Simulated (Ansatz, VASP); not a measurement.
# One calculation of CdS, two programs

```
Cd S
1.0
     0.00000    2.93311    2.93311
     2.93311    0.00000    2.93311
     2.93311    2.93311    0.00000
Cd S
1 1
Direct
  0.00000 0.00000 0.00000
  0.75000 0.75000 0.75000
```

Change from the starting cell: volume scaled by 0.99.

Alike in both runs: task single point; functional PBEsol; k mesh 7 × 7 × 7; occupations fermi-dirac, width 0.02 eV; no spin polarisation.

|  | VASP | Ansatz |
| --- | --- | --- |
| version | VASP 6.6.1 | Ansatz 0.2.0 |
| potentials or method | VASP PAW PBE potentials, release 64 (Cd, S), cutoff 520 eV | all-electron LAPW, scalar-relativistic |

|  | VASP | Ansatz | Ansatz less VASP |
| --- | --- | --- | --- |
| gap on the k mesh at the Fermi level (eV) | 0.97 | 0.97 | -0.004 |
| pressure (GPa) | -0.9 | -1.2 | -0.34 |

Ansatz ran all-electron here, so the differences hold the error of VASP's frozen core and of both bases.

Caveats: the PAW data sets were made with another functional, which shifts forces and pressure a little (VASP).
